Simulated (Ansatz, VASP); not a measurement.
Two plane-wave programs on ZnO (zincite)

```
Zn O
1.0
     3.16923    0.00000    0.00000
    -1.58461    2.74463    0.00000
     0.00000    0.00000    5.10487
Zn O
2 2
Direct
  0.33333 0.66667 0.49967
  0.66667 0.33333 0.99967
  0.66667 0.33333 0.37934
  0.33333 0.66667 0.87934
```

Alike in both runs: functional r2SCAN; k mesh 12 × 12 × 6; occupations fermi-dirac, width 0.02 eV; no spin polarisation.

Ansatz relaxed the structure, and its values are those at the end. VASP's run is a single point on that final structure, the one shown.

|  | VASP | Ansatz |
| --- | --- | --- |
| version | VASP 6.6.1 | Ansatz 0.2.0 |
| potentials or method | VASP PAW PBE potentials, release 64 (Zn, O) | PAW plane waves |
| plane-wave cutoff (eV) | 520 | 500 |
| valence electrons in the cell | 36 | 36 |

Ansatz gave:

| Item | Value |
| --- | --- |
| gap on the k mesh at the Fermi level (eV) | 1.32 |
| pressure (GPa) | 10.6 |

Which values does VASP return?

gap on the k mesh at the Fermi level (eV): 1.33; pressure (GPa): 12.1.

Ansatz warned: «stress_scf_threshold_loose».

Caveats: the PAW data sets were made with another functional, which shifts forces and pressure a little (VASP). r2SCAN opens gaps a little over a GGA but as a rule still falls short of measured ones.
